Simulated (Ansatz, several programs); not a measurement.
LiH built on the CsCl prototype, relaxed with PBE in Ansatz (plane waves, PAW): it is cubic, Pm-3m (No. 221); a = 2.506 Å in the conventional setting, 7.87 Å³ an atom. Li is surrounded by 8 H at 2.17 Å; H is surrounded by 8 Li at 2.17 Å. The cell was then scaled with its shape and fractional coordinates held. No spin polarisation. The prototype was imposed, so other structures may be more stable.

| V (Å³/atom) | E (meV/atom) |
| --- | --- |
| 7.397 | 3.66 |
| 7.869 | 0.00 |
| 8.105 | 0.65 |
| 8.341 | 2.68 |

Problem. Pass a cubic E = c₀ + c₁u + c₂u² + c₃u³, with u = V − 7.928 Å³, through these points.

Solution. c₀ = 0.02, c₁ = +1.193, c₂ = 13.769, c₃ = -2.5994 (meV and Å³).

Problem. Where is the minimum, and what bulk modulus follows?

Solution. dE/du = 0 at u = -0.043, so V₀ = 7.89 Å³. B = V₀ d²E/dV² = 7.89 × (2c₂ + 6c₃u) = 7.89 × 28.205 = 222 meV/Å³, and 1 meV/Å³ is 0.16022 GPa: 36 GPa. A third-order Birch-Murnaghan fit to all five points gives 7.88 Å³ and 35 GPa.

Problem. Predict the energy and the pressure at the withheld volume, 7.633 Å³.

Solution. With u = -0.295: E ≈ 0.93 meV and P = −dE/dV ≈ +1.22 GPa. The run gives 0.93 meV and, from its stress, +1.22 GPa.
